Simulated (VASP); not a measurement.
# TiSe2 (P-3m1) in VASP: a series of runs

The runs below take TiSe2 through single point, with PBE.

The COD entry that gives the cell may itself be a prediction, so a difference from it is no test against experiment.

Everything below comes from runs of VASP 6.6.1. Logs are shortened: lines on timing, memory, paths and dates and some standing lists are left out, and cuts for length are marked.

## Step 1: The structure

It takes space group P-3m1 (No. 164, trigonal). The conventional cell has a = 3.476 Å, b = 3.476 Å, c = 5.902 Å, α = 90.00°, β = 90.00°, γ = 120.00°. Ti (site symmetry -3m) has 6 Se at 2.51 Å as nearest neighbours. Se (site symmetry 3m) is surrounded by 3 Ti at 2.51 Å.

## Step 2: Single point, PBE

The input, INCAR:

```
SYSTEM = TiSe2
  PREC = Accurate
  ENCUT = 520
  EDIFF = 1E-6
  ISMEAR = -1
  SIGMA = 0.1
  LREAL = .False.
  LASPH = .True.
  NELM = 100
  ALGO = Normal
  ISIF = 2
  LWAVE = .False.
  LCHARG = .True.
  GGA = PE
  LELF = .True.
  LVHAR = .True.
  NBANDS = 19
```

The input, KPOINTS:

```
regular mesh
0
Gamma
  7 7 4
  0 0 0
```

The input, POSCAR:

```
TiSe2
1.0
    3.4760562163      0.0000000000      0.0000000000
   -1.7380281082      3.0103570898      0.0000000000
    0.0000000000      0.0000000000      5.9022176252
Ti Se
1 2
Direct
    0.0000000000      0.0000000000      0.0000000000
    0.3333333333      0.6666666667      0.2552000000
    0.6666666667      0.3333333333      0.7448000000
```

Potentials or basis: VASP PAW PBE potentials, release 64 (Ti_sv, Se).

The run is started by

```sh
cat potpaw_PBE.64/Ti_sv/POTCAR potpaw_PBE.64/Se/POTCAR > POTCAR
mpirun -np 1 vasp_std > vasp.out
```

OUTCAR:

```text
SYSTEM = TiSe2
   PREC = Accurate
   ENCUT = 520
   EDIFF = 1E-6
   ISMEAR = -1
   LREAL = .False.
   LASPH = .True.
   NELM = 100
   ISIF = 2
   GGA = PE

 ion  position               nearest neighbor table
   1  0.000  0.000  0.000-   2 2.51   3 2.51   3 2.51   2 2.51   3 2.51   2 2.51
   2  0.333  0.667  0.255-   1 2.51   1 2.51   1 2.51
   3  0.667  0.333  0.745-   1 2.51   1 2.51   1 2.51

  LATTYP: Found a hexagonal cell.
 ALAT       =     3.4760562163
 C/A-ratio  =     1.6979638009

  Lattice vectors:

 A1 = (   3.4760562163,   0.0000000000,   0.0000000000)
 A2 = (  -1.7380281082,   3.0103570898,   0.0000000000)
 A3 = (   0.0000000000,   0.0000000000,   5.9022176252)

Analysis of symmetry for initial positions (statically):
=====================================================================
 Subroutine PRICEL returns:
 Original cell was already a primitive cell.

 Routine SETGRP: Setting up the symmetry group for a
 hexagonal supercell.

 Subroutine GETGRP returns: Found 12 space group operations
 (whereof 12 operations were pure point group operations)
 out of a pool of 24 trial point group operations.

The static configuration has the point symmetry D_3d.

Analysis of symmetry for dynamics (positions and initial velocities):
=====================================================================
 Subroutine PRICEL returns:
 Original cell was already a primitive cell.

 Routine SETGRP: Setting up the symmetry group for a
 hexagonal supercell.

 Subroutine GETGRP returns: Found 12 space group operations
 (whereof 12 operations were pure point group operations)
 out of a pool of 24 trial point group operations.

The dynamic configuration has the point symmetry D_3d.

 Subroutine INISYM returns: Found 12 space group operations
 (whereof 12 operations are pure point group operations),
 and found     1 'primitive' translations

----------------------------------------------------------------------------------------

                                     Primitive cell

  volume of cell :      61.7618

[... 83 lines left out ...]
   ICHARG =      2    charge: 1-file 2-atom 10-const
   ISPIN  =      1    spin polarized calculation?
   LNONCOLLINEAR =      F non collinear calculations
   LSORBIT =      F    spin-orbit coupling
   LASPH  =      T    aspherical Exc in radial PAW
   ENCUT  =  520.0 eV  38.22 Ry    6.18 a.u.   6.46  6.46 10.97*2*pi/ulx,y,z
   NELM   =    100;   NELMIN=  2; NELMDL= -5     # of ELM steps
   EDIFF  = 0.1E-05   stopping-criterion for ELM
   LREAL  =      F    real-space projection
   EDIFFG = 0.1E-04   stopping-criterion for IOM
   NSW    =      0    number of steps for IOM
   IBRION =     -1    ionic relax: 0-MD 1-quasi-New 2-CG
   NFREE  =      0    steps in history (QN), initial steepest desc. (CG)
   ISIF   =      2    stress and relaxation
   ISYM   =      2    0-nonsym 1-usesym 2-fastsym
   POTIM  = 0.5000    time-step for ionic-motion
   TEBEG  =    0.0;   TEEND  =   0.0 temperature during run
   PSTRESS=    0.0 pullay stress
   NELECT =      24.0000    total number of electrons
   NUPDOWN=      -1.0000    fix difference up-down
   EMIN   =  10.00;   EMAX   =-10.00  energy-range for DOS
   EFERMI =   0.00;   METHOD = LEGACY
   ISMEAR =    -1;   SIGMA  =   0.10  broadening in eV -4-tet -1-fermi 0-gaus
   EFERMI_NEDOS =   21; number of points for ismear=-14 and -15
   IALGO  =     38    algorithm
   IMIX   =      4    mixing-type and parameters
     AMIX     =   0.40;   BMIX     =  1.00
     AMIX_MAG =   1.60;   BMIX_MAG =  1.00
  volume/ion in A,a.u.               =      20.59       138.93
  Fermi-wavevector in a.u.,A,eV,Ry     =   1.194644  2.257550 19.417891  1.427175
  Thomas-Fermi vector in A             =   2.330629
   LORBIT       =      0    0 simple, 1 ext, 2 COOP (PROOUT), +10 PAW based schemes
   GGA     = PE    functional components
   LHFCALC =     F    Hartree Fock is set to
   AEXX    =    0.0000 exact exchange contribution
   IVDW    =     0    specifies the selected vdW correction
   LEPSILON=     F    determine dielectric tensor
   LRPA    =     F    only Hartree local field effects (RPA)
 non-spin polarized calculation
  energy-cutoff  :      520.00
  volume of cell :       61.76
 maximum number of plane-waves:      1682
 NGX is ok and might be reduce to    28
   NGX = 13   NGY = 13   NGZ = 21

 number of electron      24.0000000 magnetization

 Free energy of the ion-electron system (eV)
  ---------------------------------------------------
  ext. energy  EPLUGINS =         0.00000000
  ---------------------------------------------------
  free energy    TOTEN  =       -18.11073453 eV

  energy without entropy =      -18.08128257  energy(sigma->0) =      -18.09600855

 E-fermi :   5.3173     XC(G=0): -10.2377

 val. band max:        5.2937561102   @ k =   0.0000   0.4286   0.2500
 cond. band min:       5.3894956087   @ k =   0.1429  -0.0000   0.0000
 fundamental gap:      0.0957394985
 Fermi energy:         5.3173203449

 k-point     1 :       0.0000    0.0000    0.0000
  band No.  band energies     occupation
      1     -52.1378      2.00000
      2     -28.3870      2.00000
      3     -28.3650      2.00000
      4     -28.3650      2.00000
      5      -8.9280      2.00000
      6      -7.3389      2.00000
[... 505 lines left out ...]
      6      -7.0563      2.00000
[... 11 lines left out ...]
     18      10.7273      0.00000
     19      11.6180      0.00000

 [... further k-points ...]

------------------------ aborting loop because EDIFF is reached ----------------------------------------

  FORCE on cell =-STRESS in cart. coord.  units (eV):
  Direction    XX          YY          ZZ          XY          YZ          ZX
  --------------------------------------------------------------------------------------
  -------------------------------------------------------------------------------------
  Total        2.2633261      2.2633322      2.8571492     -0.0000000     -0.0000000      0.0000000
  in kB       58.7134609     58.7136209     74.1179638     -0.0000000     -0.0000000      0.0000000
  external PRESSURE =      63.8483486 kB  Pullay stress =       0.0000000 kB

 VOLUME and BASIS-vectors are now :
 -----------------------------------------------------------------------------
  energy-cutoff  :      520.00
  volume of cell :       61.76
      direct lattice vectors                 reciprocal lattice vectors
     3.476056216  0.000000000  0.000000000     0.287682344  0.166093252  0.000000000
    -1.738028108  3.010357090  0.000000000     0.000000000  0.332186505  0.000000000
     0.000000000  0.000000000  5.902217625     0.000000000  0.000000000  0.169427843

 POSITION                                       TOTAL-FORCE (eV/Angst)
 -----------------------------------------------------------------------------------
      0.00000      0.00000      0.00000        -0.000000      0.000000     -0.000000
     -0.00000      2.00690      1.50625        -0.000000     -0.000000      0.648694
      1.73803      1.00345      4.39597         0.000000      0.000000     -0.648694
 -----------------------------------------------------------------------------------
    total drift:                                0.000000     -0.000000     -0.000000

  FREE ENERGIE OF THE ION-ELECTRON SYSTEM (eV)
  ---------------------------------------------------
  free  energy   TOTEN  =       -18.1107345288 eV

  energy  without entropy=      -18.0812825697  energy(sigma->0) =      -18.09600855
```

OSZICAR:

```text
N       E                     dE             d eps       ncg     rms          rms(c)
DAV:   1     0.206438033798E+03    0.20644E+03   -0.11249E+04  1064   0.125E+03
DAV:   2    -0.105337271947E+01   -0.20749E+03   -0.20126E+03  1128   0.329E+02
DAV:   3    -0.201696403946E+02   -0.19116E+02   -0.18719E+02  1551   0.943E+01
DAV:   4    -0.208368286305E+02   -0.66719E+00   -0.66477E+00  1343   0.164E+01
DAV:   5    -0.208650140948E+02   -0.28185E-01   -0.28173E-01  1533   0.306E+00    0.127E+01
DAV:   6    -0.195320671590E+02    0.13329E+01   -0.29094E+01  1155   0.407E+01    0.103E+01
DAV:   7    -0.183363046274E+02    0.11958E+01   -0.18444E+01  1320   0.290E+01    0.491E+00
DAV:   8    -0.181523367034E+02    0.18397E+00   -0.23057E+00  1199   0.118E+01    0.189E+00
DAV:   9    -0.181097189853E+02    0.42618E-01   -0.30538E-01  1233   0.427E+00    0.429E-01
DAV:  10    -0.181109946885E+02   -0.12757E-02   -0.14851E-02  1279   0.933E-01    0.213E-01
DAV:  11    -0.181112110435E+02   -0.21635E-03   -0.94093E-03  1472   0.664E-01    0.174E-01
DAV:  12    -0.181107268895E+02    0.48415E-03   -0.23325E-03  1300   0.328E-01    0.363E-02
DAV:  13    -0.181107378704E+02   -0.10981E-04   -0.47975E-05  1201   0.592E-02    0.174E-02
DAV:  14    -0.181107343669E+02    0.35035E-05   -0.18156E-05  1356   0.290E-02    0.642E-03
DAV:  15    -0.181107345288E+02   -0.16184E-06   -0.31513E-06  1182   0.970E-03
   1 F= -.18110735E+02 E0= -.18096009E+02  d E =-.294520E-01
```

Run time: 31 s. Hardware: 1 thread of Intel Xeon Platinum 8488C (Sapphire Rapids), shared host; peak memory 0.19 GiB.

Results:

```
Free energy            : -18.1107 eV
Pressure               : 6.4 GPa
Largest force          : 0.649 eV/Å
Band gap on the k mesh : none (metal or under the smearing width)
```

Forces on the atoms (eV/Å):
```
Ti   0.000  0.000  0.000
Se   0.000  0.000  0.649
Se   0.000  0.000 -0.649
```

Levels at points of the mesh, in eV from the Fermi level:
```csv
k point,band 8,band 9,band 10,band 11,band 12,band 13,band 14,band 15,band 16,band 17
"(0.00, 0.00, 0.00)",-2.42,-2.42,0.25,0.50,0.50,0.57,0.57,0.69,3.56,3.56
"(0.00, 0.00, 0.50)",-2.73,-2.36,-2.36,0.33,0.33,0.48,0.48,1.38,3.93,3.93
```

Caveat: this functional lacks dispersion, which binds the layers, so the pressure and a relaxed spacing across them are unreliable.

## Step 3: Single point, PBE

This run uses another cell than the first one, of 21.89 Å³/atom, 1.063 times its volume.

The input, INCAR:

```
PREC = Accurate
ENCUT = 520
EDIFF = 1E-6
ISMEAR = -1
SIGMA = 0.1
LREAL = F
LASPH = T
NELM = 100
ALGO = Fast
ISIF = 2
LWAVE = F
LCHARG = F
GGA = PE
NBANDS = 19
```

The input, KPOINTS:

```
Automatic mesh
0
Gamma
  7 7 4
```

The input, POSCAR:

```
TiSe2
1.0
    3.5477475946      0.0000000000      0.0000000000
   -1.7738737973      3.0724437292      0.0000000000
    0.0000000000      0.0000000000      6.0239469904
Ti Se
1 2
Direct
    0.0000000000      0.0000000000      0.0000000000
    0.3333333333      0.6666666667      0.2552000000
    0.6666666667      0.3333333333      0.7448000000
```

Potentials or basis: VASP PAW PBE potentials, release 64 (Ti_sv, Se).

The run is started by

```sh
cat potpaw_PBE.64/Ti_sv/POTCAR potpaw_PBE.64/Se/POTCAR > POTCAR
mpirun -np 1 vasp_std > vasp.out
```

It took 54 s on 1 thread of Intel Xeon Platinum 8488C (Sapphire Rapids), shared host; peak memory 0.2 GiB.

Results (log left out):

```yaml
Free_energy: -18.1942 eV
Pressure: 0.7 GPa
Band_gap_on_the_k_mesh: none (metal or under the smearing width)
```

Stress tensor (GPa, compression positive):
```
0.26 0.00 0.00
0.00 0.26 0.00
0.00 0.00 1.62
```

Levels at points of the mesh, in eV from the Fermi level:
```tsv
k point	band 10	band 11	band 12	band 13	band 14	band 15
(0.00, 0.00, 0.00)	0.18	0.47	0.47	0.48	0.48	0.67
(0.00, 0.00, 0.50)	-2.22	0.25	0.25	0.46	0.46	1.22
```

Caveat: this functional lacks dispersion, which binds the layers, so the pressure and a relaxed spacing across them are unreliable.
